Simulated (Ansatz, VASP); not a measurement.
## TaInS3 in two plane-wave programs

One calculation is typed for both programs; each brings its own data sets. How far apart do they land? The cell is generated by rule, not measured, and may not be a known phase. The cell is taken from a series of runs on this material, whose earlier steps may have relaxed, scaled, displaced or heated it; both programs get it as it stands.

Program: Ansatz 0.2.0. Level of theory: plane waves, with VASP 6.6.1 beside it; relaxation of cell and atoms at PBE. Results are calculated unless marked as measured.

The structure was built from a prototype and need not be the compound's stable phase.

**1. Set-up**

The structure is tetragonal, space group I4/mmm (No. 139). Conventional cell: a = 6.870 Å, b = 6.870 Å, c = 9.715 Å, α = 90.00°, β = 90.00°, γ = 90.00°. Nearest to In lie 12 S at 3.43 to 3.44 Å. Nearest to Ta lie 6 S at 2.39 to 2.45 Å. Nearest to Ta lie 6 S at 2.41 to 2.47 Å. Nearest to S lie 2 Ta at 2.41 to 2.45 Å. S has 2 Ta at 2.39 to 2.47 Å nearest. Farther neighbours and most contacts between anions are not listed.

Structure file:

```xyz
10
Lattice="4.8576 4.8576 0.0000 4.8576 0.0000 4.8576 4.8576 0.0000 -4.8576" Properties=species:S:1:pos:R:3 pbc="T T T"
In    0.0000    0.0000    0.0000
In    4.8576    0.0000    0.0000
Ta    7.2864    2.4288   -2.4288
Ta    7.2864    2.4288    2.4288
S     7.2864    2.4288    4.8376
S     7.2864    2.4288    0.0200
S     7.2864    4.8176   -2.4288
S     7.2864    0.0400   -2.4288
S     9.6952    2.4288    2.4288
S     4.8776    2.4288    2.4288
```

**2. VASP: relaxation of cell and atoms, PBE**

The relaxed volume is the usual yardstick between codes: in a stiff, nearly cubic crystal its relative difference is about their pressure difference at one cell divided by the bulk modulus.

Lines of VASP's logs that name or quote its potential files are left out, and so is its time.

File INCAR:

```
SYSTEM = TaInS3
PREC = Accurate
ENCUT = 500
EDIFF = 1E-07
NELM = 120
ISMEAR = 1
SIGMA = 0.2
LREAL = .FALSE.
ALGO = Normal
GGA = PE
NBANDS = 52
LASPH = .TRUE.
LORBIT = 11
LWAVE = .FALSE.
LCHARG = .FALSE.
ISIF = 3
IBRION = 2
NSW = 80
EDIFFG = -0.005
GGA_COMPAT = .FALSE.
NELMIN = 4
KPAR = 2
```

File POSCAR:

```
TaInS3
1.0
    4.8575960000      4.8575960000      0.0000000000
    4.8575960000      0.0000000000      4.8575960000
    4.8575960000      0.0000000000     -4.8575960000
In Ta S
2 2 6
Direct
    0.0000000000      0.0000000000      0.0000000000
    0.0000000000      0.5000000000      0.5000000000
    0.5000000000      0.2499998971      0.7499998971
    0.5000000000      0.7499998971      0.2499998971
    0.5000000000      0.9979412656      0.0020585285
    0.5000000000      0.5020585285      0.4979412656
    0.9917654741      0.0041172629      0.5041172629
    0.0082345259      0.4958827371      0.9958827371
    0.5000000000      0.9979413685      0.4979413685
    0.5000000000      0.5020586315      0.0020586315
```

File KPOINTS:

```
Automatic mesh
0
Gamma
8 8 8
0 0 0
```

The projector-augmented-wave data sets are In_d, Ta_pv and S (PBE family, release 64).

Command:

```
$ mpirun -np 2 vasp_std
```

Numbers of over 12 decimals in the logs are rounded to 6 here.

What it wrote:

```text
[banner, memory and clock lines left out]
running    2 mpi-ranks, on    1 nodes
 distrk:  each k-point on    1 cores,    2 groups
 distr:  one band on    1 cores,    1 groups

 POSCAR found type information on POSCAR InTaS
 POSCAR found :  3 types and      10 ions
 LDA part: xc-table for (Slater+PW92), standard interpolation
 POSCAR, INCAR and KPOINTS ok, starting setup
 FFT: planning ... GRIDC
 FFT: planning ... GRID_SOFT
 FFT: planning ... GRID
 WAVECAR not read
 entering main loop
       N       E                     dE             d eps       ncg     rms          rms(c)
DAV:   1     0.852118666419E+03    0.85212E+03   -0.37810E+04  6144   0.163E+03
DAV:   2     0.682194241249E+02   -0.78390E+03   -0.75570E+03  6432   0.438E+02
DAV:   3    -0.564578741425E+02   -0.12468E+03   -0.11911E+03  7832   0.169E+02
DAV:   4    -0.649839247977E+02   -0.85261E+01   -0.84252E+01  7656   0.433E+01
DAV:   5    -0.654185738518E+02   -0.43465E+00   -0.43340E+00  9416   0.103E+01    0.262E+01
DAV:   6    -0.595039892761E+02    0.59146E+01   -0.24838E+01  8204   0.205E+01    0.129E+01
DAV:   7    -0.592625163866E+02    0.24147E+00   -0.33683E+00  7952   0.828E+00    0.828E+00
DAV:   8    -0.591731272409E+02    0.89389E-01   -0.84624E-01  8280   0.429E+00    0.129E+00
DAV:   9    -0.591505217735E+02    0.22605E-01   -0.16948E-01  7564   0.190E+00    0.594E-01
DAV:  10    -0.591499935192E+02    0.52825E-03   -0.14795E-02  8444   0.644E-01    0.339E-01
DAV:  11    -0.591507246083E+02   -0.73109E-03   -0.30902E-03  7932   0.212E-01    0.139E-01
DAV:  12    -0.591503301905E+02    0.39442E-03   -0.18811E-03  7708   0.170E-01    0.596E-02
DAV:  13    -0.591503439889E+02   -0.13798E-04   -0.17962E-04  8072   0.602E-02    0.485E-02
DAV:  14    -0.591503292571E+02    0.14732E-04   -0.88466E-05  7376   0.361E-02    0.116E-02
DAV:  15    -0.591503306277E+02   -0.13706E-05   -0.12276E-05  7400   0.183E-02    0.785E-03
DAV:  16    -0.591503296106E+02    0.10170E-05   -0.45587E-06  7100   0.904E-03    0.159E-03
DAV:  17    -0.591503295139E+02    0.96725E-07   -0.42231E-07  6396   0.306E-03
   1 F= -.59150330E+02 E0= -.59152155E+02  d E =-.591503E+02
[...]
2 F= -.59150526E+02 E0= -.59152597E+02  d E =-.196616E-03
[...]
3 F= -.59150666E+02 E0= -.59153166E+02  d E =-.336680E-03
[...]
4 F= -.59150774E+02 E0= -.59153464E+02  d E =-.107696E-03
[...]
5 F= -.59150811E+02 E0= -.59153655E+02  d E =-.144976E-03
[...]
6 F= -.59150812E+02 E0= -.59153684E+02  d E =-.146039E-03
 curvature:  -1.10 expect dE=-0.592E-04 dE for cont linesearch -0.874E-09
 trial: gam= 0.07615 g(F)=  0.915E-06 g(S)=  0.529E-04 ort =-0.739E-06 (trialstep = 0.573E+00)
 search vector abs. value=  0.577E-04
 bond charge predicted
       N       E                     dE             d eps       ncg     rms          rms(c)
DAV:   1    -0.591508779745E+02   -0.65819E-04   -0.21370E-03  6224   0.236E-01    0.455E-02
DAV:   2    -0.591508511859E+02    0.26789E-04   -0.10111E-04  7496   0.657E-02    0.213E-02
DAV:   3    -0.591508385256E+02    0.12660E-04   -0.19488E-05  7944   0.281E-02    0.102E-02
DAV:   4    -0.591508360596E+02    0.24660E-05   -0.65346E-06  8552   0.140E-02    0.595E-03
DAV:   5    -0.591508356565E+02    0.40311E-06   -0.96165E-07  7296   0.614E-03    0.447E-03
DAV:   6    -0.591508354360E+02    0.22047E-06   -0.12381E-07  4376   0.250E-03    0.243E-03
DAV:   7    -0.591508352033E+02    0.23267E-06   -0.62735E-08  3592   0.189E-03    0.411E-04
DAV:   8    -0.591508351987E+02    0.46484E-08   -0.24244E-08  3404   0.113E-03
   7 F= -.59150835E+02 E0= -.59153737E+02  d E =-.229665E-04
 trial-energy change:   -0.000023  1 .order   -0.000023   -0.000031   -0.000015
 step:   1.1464(harm=  1.1464)  dis= 0.00045  next Energy=   -59.150843 (dE=-0.308E-04)
 reached required accuracy - stopping structural energy minimisation
```

From OUTCAR (step 2):

```text
ion  position               nearest neighbor table
   1  0.000  0.000  0.000-
   2  0.000  0.500  0.500-
   3  0.500  0.250  0.750-   7 2.39   8 2.39   9 2.45   6 2.45   5 2.45  10 2.45
   4  0.500  0.750  0.250-  10 2.41   6 2.41   5 2.41   9 2.41   7 2.47   8 2.47
   5  0.500  0.998  0.002-   4 2.41   3 2.45
   6  0.500  0.502  0.498-   4 2.41   3 2.45
   7  0.992  0.004  0.504-   3 2.39   4 2.47
   8  0.008  0.496  0.996-   3 2.39   4 2.47
   9  0.500  0.998  0.498-   4 2.41   3 2.45
  10  0.500  0.502  0.002-   4 2.41   3 2.45

  LATTYP: Found a face centered cubic cell.
 ALAT       =     9.7151920000

 Subroutine GETGRP returns: Found 16 space group operations
 (whereof  8 operations were pure point group operations)

The static configuration has the point symmetry D_2d.
 The point group associated with its full space group is D_4h.

 Found     59 irreducible k-points:

   k-points           NKPTS =     59   k-points in BZ     NKDIM =     59   number of bands    NBANDS=     52

   dimension x,y,z NGX =    50 NGY =   50 NGZ =   50
   dimension x,y,z NGXF=   100 NGYF=  100 NGZF=  100

   ENCUT  =  500.0 eV  36.75 Ry    6.06 a.u.  12.53 12.53 12.53*2*pi/ulx,y,z

   NELECT =      84.0000    total number of electrons

 k-points in reciprocal lattice and weights: Automatic mesh
   0.00000000  0.00000000  0.00000000       0.002
   0.12500000  0.00000000  0.00000000       0.004
   0.12500000  0.12500000  0.12500000       0.008
   0.25000000  0.00000000  0.00000000       0.004
   0.25000000  0.25000000  0.25000000       0.008
   0.37500000  0.00000000  0.00000000       0.004
   0.37500000  0.37500000  0.37500000       0.008
   0.50000000  0.00000000  0.00000000       0.002
   0.50000000  0.50000000  0.50000000       0.004
[...]
-0.25000000  0.25000000  0.25000000       0.008
   0.25000000  0.50000000  0.50000000       0.004

 average (electrostatic) potential at core
       1 -96.0271       2 -96.0271       3 -39.6180       4 -39.6173       5 -86.7186
       6 -86.7186       7 -86.7250       8 -86.7250       9 -86.7186      10 -86.7186

 E-fermi :   4.3270

 k-point     1 :       0.0000    0.0000    0.0000
  band No.  band energies     occupation
    ...
     38       3.5121      2.00000
     39       3.5121      2.00000
     40       3.8321      2.00259
     41       3.8321      2.00259
     42       3.8995      2.01001
     43       4.3976      0.44204
     44       4.4551      0.12508
     45       4.4551      0.12508
     46       6.2827     -0.00000
     47       6.3015     -0.00000
    ...

 k-point     2 :       0.1250    0.0000    0.0000
  band No.  band energies     occupation
    ...
     38       3.3968      2.00000
     39       3.3968      2.00000
     40       3.9066      2.01134
     41       4.1260      2.05122
     42       4.1260      2.05122
     43       4.3965      0.44947
     44       4.6306     -0.05370
     45       4.6306     -0.05370
     46       6.3072     -0.00000
     47       6.5798     -0.00000
    ...

 k-point     3 :       0.1250    0.1250    0.1250
  band No.  band energies     occupation
    ...
     38       3.3900      2.00000
     39       3.3921      2.00000
     40       3.8382      2.00296
     41       4.1348      2.04114
     42       4.1933      1.89680
     43       4.4549      0.12609
     44       4.5748     -0.07085
     45       4.6307     -0.05365
     46       6.2928     -0.00000
     47       6.5737     -0.00000
    ...

  Total        0.0275149     -0.0360915      0.0275149      0.0000000      0.0000000      0.0000000
  in kB        0.1921530     -0.2520485      0.1921530      0.0000000      0.0000000      0.0000000
  external PRESSURE =       0.0440858 kB  Pullay stress =       0.0000000 kB

  energy-cutoff  :      500.00
  volume of cell :      229.42
      direct lattice vectors                 reciprocal lattice vectors
     4.856579011  4.863403442 -0.000000000     0.000000000  0.205617324 -0.000000000
     4.856579011  0.000000000  4.856579011     0.102953128 -0.102808662  0.102953128
     4.856579011 -0.000000000 -4.856579011     0.102953128 -0.102808662 -0.102953128

 POSITION                                       TOTAL-FORCE (eV/Angst)
 -----------------------------------------------------------------------------------
      0.00000      0.00000     -0.00000         0.000000     -0.000000     -0.000000
      9.71316      4.86340      0.00000         0.000000      0.000000      0.000000
      7.28487      2.43170     -2.42829         0.000000     -0.000000     -0.000000
      7.28487      2.43170      2.42829         0.000000     -0.000000      0.000000
      7.28487      2.43170      4.83270         0.000000     -0.000000     -0.001718
      7.28487      2.43170      0.02388         0.000000      0.000000      0.001718
      7.28487      4.81516     -2.42829         0.000000      0.000063     -0.000000
      7.28487      0.04824     -2.42829         0.000000     -0.000063     -0.000000
      9.68928      2.43170      2.42829        -0.001718      0.000000     -0.000000
      4.88046      2.43170      2.42829         0.001718      0.000000      0.000000
 -----------------------------------------------------------------------------------
    total drift:                                0.001947      0.000000      0.000000

  FREE ENERGIE OF THE ION-ELECTRON SYSTEM (eV)
  ---------------------------------------------------
  free  energy   TOTEN  =       -59.1508351987 eV

  energy  without entropy=      -59.1595420347  energy(sigma->0) =      -59.15373748

 reached required accuracy - stopping structural energy minimisation

 total charge
# of ion       s       p       d       tot
------------------------------------------
    1        1.186   0.140   9.852  11.178
    2        1.186   0.140   9.852  11.178
    3        0.305   6.207   2.177   8.689
    4        0.305   6.207   2.177   8.689
    5        1.338   2.407   0.000   3.745
    6        1.338   2.407   0.000   3.745
    7        1.338   2.407   0.000   3.745
    8        1.338   2.407   0.000   3.745
    9        1.338   2.407   0.000   3.745
   10        1.338   2.407   0.000   3.745
--------------------------------------------------
tot         11.008  27.137  24.059  62.204

[... 3 further parts left out ...]
```

The run keeps the 16 symmetry operations of its start, so it cannot find a distortion of lower symmetry.

(Continued in part 2 of 2.)

[Lines on the potential files, build, host, timing and source positions are cut from VASP's logs without a mark.]

[Logs are printed without paths, hosts, clocks, repeated set-up lines and the standing remarks that a program may print on its own settings, such as how far it seeks lower states.]

[Hosts, paths, dates, database ids (printed as entryN), source tags and the programs' standing remarks are cut or masked in the printed files.]
